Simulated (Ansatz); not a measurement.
A (110) slab of BP (F-43m (No. 216)), 7 planes, outer planes BP (top) and BP (bottom), with 14 atoms (B7P7) in a surface cell of A = 14.448 Å², as cut from the bulk:

```xyz
14
Lattice="3.1962 0.0000 0.0000 0.0000 4.5202 0.0000 0.0000 0.0000 24.5887" Properties=species:S:1:pos:R:3 pbc="T T T"
B     1.5981    2.2601    7.5000
P     0.0000    1.1300    7.5000
B     0.0000    0.0000    9.0981
P     1.5981    3.3901    9.0981
B     1.5981    2.2601   10.6962
P     0.0000    1.1300   10.6962
B     0.0000    0.0000   12.2944
P     1.5981    3.3901   12.2944
B     1.5981    2.2601   13.8925
P     0.0000    1.1300   13.8925
B     0.0000    0.0000   15.4906
P     1.5981    3.3901   15.4906
B     1.5981    2.2601   17.0887
P     0.0000    1.1300   17.0887
```

The calculation used Ansatz 0.2.0, DFT PBEsol, scalar-relativistic, plane waves, PAW. Settings: cutoff 420 eV, Γ-centred mesh 8×6×1 on the computed 14-atom cell, Gaussian smearing of 0.05 eV; no spin polarisation. The cell repeats along c with a dipole correction in the vacuum.

Against the same 14 atoms in the bulk, the slab as cut lies 5.457 eV higher and the relaxed slab 3.992 eV higher.

Q: Work out the surface energy before and after relaxation.

A: The slab has two faces, so γ = (E_slab − N·E_bulk)/(2A), the mean of both. As cut: 5.457/(2 × 14.448) = 0.1888 eV/Å², and 1 eV/Å² = 16.02 J/m², so γ = 3.03 J/m². Relaxed: 3.992/(2 × 14.448) = 0.1382 eV/Å² = 2.21 J/m². Relaxation recovers 27 % of the cost of cutting.

Q: What is the ideal work of this cut, per area?

A: Griffith's ideal work is 2γ: 6.05 J/m² if the new faces stay rigid, 4.43 J/m² if they relax. One thickness was run, 7 planes, so γ can still shift with it.